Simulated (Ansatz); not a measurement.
Reaction (substitution at a C–C bond): `C=CCCCC` + `C[Si](O)(F)Cl` → `CCO[Si](C)(F)Cl` + `C=CCC`

Calculated with Ansatz (gas phase, PBE0-D4/def2-TZVP geometries, no zero-point term in ΔE). CBS: MP2 limit from def2 TZ/QZ plus the TZ coupled-cluster correction, frozen cores. DFT in def2-TZVPP. B3LYP here is the variant with VWN-RPA as its local correlation; programs differ in this. One conformer a species, not always the lowest.

```csv
level,ΔE (kcal/mol),difference from CCSD(T)/CBS
PBE-D4,8.6,-1.2
ωB97X-V,8.2,-1.6
B2PLYP,7.9,-1.9
r2SCAN,8.4,-1.4
PBE0,8.7,-1.1
B3LYP,6.6,-3.2
HF/def2-QZVPP,5.5,-4.3
SCS-MP2/def2-QZVPP,9.6,-0.2
HF/CBS(def2),5.4,-4.4
MP2/CBS(def2),11.4,1.6
CCSD(T)/CBS,9.8,0
```

Largest T1 diagnostic among the species: 0.010.

In def2-TZVPP, CCSD(T) changes the Hartree–Fock value by +3.9 kcal/mol (the triples alone add +0.3 kcal/mol) and MP2 by +5.4 kcal/mol.

CCSD(T)/CBS has its own doubt, a few kJ/mol and more with outer-core shells, so smaller differences from it don't rank the levels.
